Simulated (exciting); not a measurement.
Input of an exciting (release sodium) run:

input.xml

```xml
<input>
  <title>W</title>
  <structure speciespath="./" tshift="false">
    <crystal scale="1">
      <basevect>-2.990198684671 2.990198684671 2.990198684671</basevect>
      <basevect>2.990198684671 -2.990198684671 2.990198684671</basevect>
      <basevect>2.990198684671 2.990198684671 -2.990198684671</basevect>
    </crystal>
    <species speciesfile="W.xml" rmt="2.3">
      <atom coord="0.000000000000 0.000000000000 0.000000000000"/>
    </species>
  </structure>
  <groundstate do="fromscratch" ngridk="12 12 12" rgkmax="9" gmaxvr="14" lmaxapw="10" lmaxmat="10" lmaxvr="8" xctype="GGA_PBE" stype="Gaussian" swidth="0.00066149" nempty="12" ValenceRelativity="iora*" epsengy="1e-05" epspot="1e-05" maxscl="60" tforce="true" outputlevel="normal"/>
</input>
```

Potentials or basis: all-electron LAPW+lo, shipped species files, valence relativity iora*.

Command:

```console
$ OMP_NUM_THREADS=1 exciting_smp
```

**Question.** What does it give for the band gap on the k mesh?

**Answer.** None (metal or under the smearing width).

The run has no spin-orbit coupling, so splittings on W are missing.
